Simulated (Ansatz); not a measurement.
# PbSe (Clausthalite) (Fm-3m) in Ansatz: further runs, part 2 of 2

Ansatz 0.2.0. The steps go on from the part before.

### Step 3. Relaxation of cell and atoms, RPBE+D4

input.yaml reads:

```yaml
crystal:
  lattice:
    - [0.0, 3.06065, 3.06065]
    - [3.06065, 0.0, 3.06065]
    - [3.06065, 3.06065, 0.0]
  atoms:
    - { symbol: Pb, position: [0.0, 0.0, 0.0] }
    - { symbol: Se, position: [0.5, 0.5, 0.5] }
kpoints:
  mp_grid: { grid: [8, 8, 8] }
scf:
  occupations: { method: fermi_dirac, width: 0.05 }
hamiltonian:
  xc: rpbe
  dispersion: d4
  pseudopotentials: { kind: all_electron, lapw: { basis_error: 0.001 } }
output:
  forces: true
  stress: true
relax:
  f_tol: 0.005
  max_steps: 60
  cell: {}
```

Potentials or basis: all-electron LAPW, scalar-relativistic.

The run is started by

```console
$ ansatz run input.yaml --threads 1 --pin off --max-ram 3072MiB --backend cpu --events-out ev --progress --plain --runs-dir out
```

Wall time 7 s (1 thread of AMD EPYC 9R45 (Zen 5), shared host); peak memory 0.38 GiB.

The run converged. Its results:

- Free energy: -634216.1090 eV
- Relaxed volume: 28.83 Å³/atom
- Relaxed cell: a = 4.336 Å, b = 4.336 Å, c = 4.336 Å, α = 60.00°, β = 60.00°, γ = 60.00°
- Space group after relaxing (to 0.05 Å): Fm-3m (No. 225)
- Energy gained by relaxing: 0.1 meV/atom
- Ionic steps: 4
- Pressure after relaxing: 0.0 GPa

The path:
```tsv
step	energy change (eV)	largest force (eV/Å)	volume (Å³)
1	0.0000	0.0000	57.34
2	-0.0002	0.0000	57.78
3	-0.0003	0.0000	57.66
4	-0.0003	0.0000	57.66
```

Final structure:
```
Pb Se
1.0
     0.00000    3.06629    3.06629
     3.06629    0.00000    3.06629
     3.06629    3.06629    0.00000
Pb Se
1 1
Direct
  0.00000 0.00000 0.00000
  0.50000 0.50000 0.50000
```

The run has no spin-orbit coupling, so splittings on Pb are missing.

### Step 4. Single point, PBE

input.yaml reads:

```yaml
crystal:
  lattice:
    - [0.0, 3.06065, 3.06065]
    - [3.06065, 0.0, 3.06065]
    - [3.06065, 3.06065, 0.0]
  atoms:
    - { symbol: Pb, position: [0.0, 0.0, 0.0] }
    - { symbol: Se, position: [0.5, 0.5, 0.5] }
kpoints:
  mp_grid: { grid: [4, 4, 4] }
scf:
  occupations: { method: fermi_dirac, width: 0.05 }
hamiltonian:
  xc: pbe
  pseudopotentials: { kind: all_electron, datasets: crystal }
output:
  forces: true
  stress: true
  eigenvalues: true
  elf: true
  volumetric_format: npy
```

Potentials or basis: all-electron PAW datasets made for the crystal.

The run is started by

```console
$ ansatz run input.yaml --threads 1 --pin off --max-ram 3072MiB --backend cpu --events-out ev --progress --plain --runs-dir out
```

It took 2.4 s on 1 thread of Arm Neoverse V1, shared host; peak memory 0.37 GiB.

It converged, with:

```
Free energy            : -634193.3647 eV
Pressure               : 2.4 GPa
Band gap on the k mesh : 0.29 eV, direct
```

Levels at points of the mesh, in eV from the valence-band top:
```tsv
k point	band 6	band 7	band 8	band 9	band 10	band 11	band 12
(0.00, 0.00, 0.00)	-13.60	-6.30	-1.89	-1.89	-1.89	4.71	4.71
(0.00, 0.00, -0.50)	-12.54	-8.80	-1.48	-1.48	0.00	0.29	1.70
(0.00, -0.50, -0.50)	-12.17	-7.37	-4.99	-3.24	-3.24	3.69	5.61
```

Caveat: the k mesh is coarse (spacing up to 0.44 Å⁻¹), so the values aren't converged; spin-orbit coupling is left out, which as a rule narrows the gap of such compounds by several tenths of an eV. A k mesh can miss the band edges.

### Step 5. Single point, HSE06

Changes to input.yaml since step 4:

```diff
@@ -13,3 +13,3 @@
 hamiltonian:
-  xc: pbe
+  xc: hse06
   pseudopotentials: { kind: all_electron, datasets: crystal }
@@ -18,4 +18 @@
   stress: true
-  eigenvalues: true
-  elf: true
-  volumetric_format: npy
```

Potentials or basis: all-electron PAW datasets made for the crystal.

The run is started by

```console
$ ansatz run input.yaml --threads 1 --pin off --max-ram 3072MiB --backend cpu --events-out ev --progress --plain --runs-dir out
```

What it wrote:

```text
Warning: RAYON_NUM_THREADS=1 ignored (pool sized by the plan → 1); use --threads N
hamiltonian.pseudopotentials.datasets: crystal makes datasets for this crystal and solves the spheres of its atoms anew in each pass: cutoff 270.0 eV, the density's 1080.0 eV;, for an error of 0.50 meV an atom under PBE, 1.0 meV for the cell; an energy difference from a run of another recipe may be off by several times the error for the cell, under r2SCAN by more, where some 0.1 meV an atom stays at smaller errors; Se in spheres of 1.376 Å, 6 of its electrons in bands; Pb in spheres of 1.376 Å, 14 of its electrons in bands
Engine: ansatz 0.2.0, aarch64-unknown-linux-gnu
Pseudopotentials: kind: all_electron
Pseudopotential: Pb, paw, valence charge 14, recommended cutoff 270 eV (normal), crystal/all_electron/pbe/scalar/gaussian/Pb, Koelling and Harmon's equation, gaussian nucleus
Pseudopotential: Se, paw, valence charge 6, recommended cutoff 270 eV (normal), crystal/all_electron/pbe/scalar/gaussian/Se, Koelling and Harmon's equation, gaussian nucleus
Functional definition: HSE06
  parameter a = 0.25
  parameter omega = 0.11/bohr
  exchange = pbe_x - a*pbe_x_sr(omega) + a*exact_x_sr(omega)
  correlation = pbe_c
Crystal: 2 atoms, lattice volume = 57.342 Å³
[... 55 lines left out ...]
  E_smearing   = -0.000100  (= −TS)
  E_closure    = 3365.744061  (closes the sum)
  Σ components = -634171.269007   (vs F -634171.269007, Δ=0.00e0)
  The terms above E_closure are by the made datasets' own strengths, without shells solved beside the bands.
--- Forces (eV/Å), atoms counted from 1 ---
  atom   1  Pb    -0.00000000     0.00000000    -0.00000000
  atom   2  Se    -0.00000000     0.00000000     0.00000000
  max |Σ_I F_I| component: 1.24e-17 eV/Å
--- Stress (GPa, compression-positive) ---
        1.357254       0.000000      -0.000000
       -0.000000       1.357254      -0.000000
        0.000000      -0.000000       1.357254
  P = ⅓ Tr σ = 1.3573 GPa (13.573 kbar)
--- Band table (eV; the first three rows and the last of 8) ---
  k-point 0: bands = ["-7.1726", "-7.1726", "-7.1629", "-7.1629", "-7.1629", "-3.5456", "4.8516", "9.2854", "9.2854", "9.2854", "16.9561", "16.9561"]
  k-point 1: bands = ["-7.1859", "-7.1859", "-7.1615", "-7.1479", "-7.1479", "-3.0541", "3.3041", "9.4575", "9.4575", "10.3557", "14.1459", "14.9480"]
  k-point 2: bands = ["-7.2002", "-7.2002", "-7.1609", "-7.1316", "-7.1316", "-2.3619", "1.8638", "9.7078", "9.7078", "11.4953", "12.1848", "13.6360"]
  k-point 7: bands = ["-7.2720", "-7.1763", "-7.1508", "-7.1508", "-7.1185", "-1.9128", "2.8104", "6.7060", "6.7060", "10.5286", "13.8858", "17.1307"]
```

Run time: 32 s. Hardware: 1 thread of Arm Neoverse V1, shared host; peak memory 0.61 GiB.

What came out:

```
Free energy            : -634171.2690 eV
Pressure               : 1.4 GPa
Band gap on the k mesh : 0.69 eV, direct
```

Caveat: the k mesh is coarse (spacing up to 0.44 Å⁻¹), so the values aren't converged, least of all with exact exchange; spin-orbit coupling is left out, which as a rule narrows the gap of such compounds by several tenths of an eV. A k mesh can miss the band edges.

### Step 6. Single point, PBE0

Changes to input.yaml since step 5:

```diff
@@ -13,3 +13,3 @@
 hamiltonian:
-  xc: hse06
+  xc: pbe0
   pseudopotentials: { kind: all_electron, datasets: crystal }
```

Potentials or basis: all-electron PAW datasets made for the crystal.

The run is started by

```console
$ ansatz run input.yaml --threads 1 --pin off --max-ram 3072MiB --backend cpu --events-out ev --progress --plain --runs-dir out
```

What it wrote:

```text
Warning: RAYON_NUM_THREADS=1 ignored (pool sized by the plan → 1); use --threads N
hamiltonian.pseudopotentials.datasets: crystal makes datasets for this crystal and solves the spheres of its atoms anew in each pass: cutoff 270.0 eV, the density's 1080.0 eV;, for an error of 0.50 meV an atom under PBE, 1.0 meV for the cell; an energy difference from a run of another recipe may be off by several times the error for the cell, under r2SCAN by more, where some 0.1 meV an atom stays at smaller errors; Se in spheres of 1.376 Å, 6 of its electrons in bands; Pb in spheres of 1.376 Å, 14 of its electrons in bands
[... 4 set-up lines as earlier in the session ...]
Functional definition: PBE0
[... 1 set-up line as earlier in the session ...]
  parameter kappa = 0.804
[... 1 set-up line as earlier in the session ...]
  exchange = (1 - a)*pbe_x(kappa = kappa, mu = beta*pi^2/3) + a*exact_x
[... 1 set-up line as earlier in the session ...]
Crystal: 2 atoms, lattice volume = 57.342 Å³
[... 54 lines left out ...]
  E_ewald      = -1466.432539
  E_smearing   = -0.000000  (= −TS)
  E_closure    = 3364.226979  (closes the sum)
  Σ components = -634168.156708   (vs F -634168.156708, Δ=0.00e0)
  The terms above E_closure are by the made datasets' own strengths, without shells solved beside the bands.
--- Forces (eV/Å), atoms counted from 1 ---
  atom   1  Pb    -0.00000000     0.00000000    -0.00000000
  atom   2  Se    -0.00000000     0.00000000    -0.00000000
  max |Σ_I F_I| component: 9.54e-18 eV/Å
--- Stress (GPa, compression-positive) ---
        1.400874      -0.000000       0.000000
       -0.000000       1.400874       0.000000
        0.000000       0.000000       1.400874
  P = ⅓ Tr σ = 1.4009 GPa (14.009 kbar)
--- Band table (eV; the first three rows and the last of 8) ---
  k-point 0: bands = ["-7.5875", "-7.5875", "-7.5770", "-7.5770", "-7.5770", "-3.9650", "4.4502", "8.9195", "8.9195", "8.9195", "17.3394", "17.3394"]
  k-point 1: bands = ["-7.6008", "-7.6008", "-7.5758", "-7.5620", "-7.5620", "-3.4720", "2.8900", "9.1114", "9.1114", "10.0463", "14.4578", "15.2857"]
  k-point 2: bands = ["-7.6153", "-7.6153", "-7.5753", "-7.5457", "-7.5457", "-2.7739", "1.4371", "9.3726", "9.3726", "11.1942", "12.4753", "13.9528"]
  k-point 7: bands = ["-7.6871", "-7.5914", "-7.5651", "-7.5651", "-7.5328", "-2.3243", "2.3877", "6.2857", "6.2857", "10.2175", "14.2019", "17.5106"]
```

Wall time 31 s (1 thread of Arm Neoverse V1, shared host); peak memory 0.61 GiB.

What came out:

```yaml
Free_energy: -634168.1567 eV
Pressure: 1.4 GPa
Band_gap_on_the_k_mesh: 1.28 eV, direct
```

Caveat: the k mesh is coarse (spacing up to 0.44 Å⁻¹), so the values aren't converged, least of all with exact exchange; spin-orbit coupling is left out, which as a rule narrows the gap of such compounds by several tenths of an eV. A k mesh can miss the band edges.

### Step 7. The reference run

An earlier run on the cell as given: functional PBE; potentials or basis all-electron LAPW, scalar-relativistic; cutoff 188 eV (chosen from the basis error); basis error allowed 0.001 eV/atom; k mesh 8 × 8 × 8; occupations fermi-dirac, width 0.05 eV; no spin polarisation.

* Pressure: 2.4 GPa
* Band gap on the k mesh: 0.29 eV, direct
* Loewdin charges: Pb +0.38; Se -0.34 e

### Step 8. Overview

| task | level | potentials or basis | cell | k mesh | cutoff (eV) | basis error allowed | mesh quality | gap on the mesh (eV) | pressure (GPa) | relaxed volume (Å³/atom) |
| --- | --- | --- | --- | --- | --- | --- | --- | --- | --- | --- |
| relaxation of cell and atoms | revPBE | all-electron LAPW, scalar-relativistic | relaxed | 8 × 8 × 8 | - | 0.001 eV/atom | not flagged | 0.57 | 0.0 | 30.86 |
| relaxation of cell and atoms | RPBE+D4 | all-electron LAPW, scalar-relativistic | relaxed | 8 × 8 × 8 | - | 0.001 eV/atom | not flagged | - | 0.0 | 28.83 |
| single point | PBE | all-electron PAW datasets made for the crystal | as given | 4 × 4 × 4 | 240 | - | coarse | 0.29 | 2.4 | - |
| single point | HSE06 | all-electron PAW datasets made for the crystal | as given | 4 × 4 × 4 | 270 | - | coarse | 0.69 | 1.4 | - |
| single point | PBE0 | all-electron PAW datasets made for the crystal | as given | 4 × 4 × 4 | 270 | - | coarse | 1.28 | 1.4 | - |
| single point | PBE | all-electron LAPW, scalar-relativistic | as given | 8 × 8 × 8 | 188 | 0.001 eV/atom | not flagged | 0.29 | 2.4 | - |

Alike in all rows: no spin polarisation; smearing fermi-dirac 0.05 eV.

Caveats: some runs use coarse meshes; spin-orbit coupling is left out, which as a rule narrows the gap of such compounds by several tenths of an eV (some runs).

Compare energies only between runs with the same functional and basis.

### Step 9. How close it comes

Step 2. The cell as given is a measured one (28.67 Å³/atom); revPBE puts the equilibrium volume +7.6 % from it, thermal expansion not counted.

Step 3. The cell as given is a measured one (28.67 Å³/atom); RPBE+D4 puts the equilibrium volume +0.6 % from it, thermal expansion not counted.
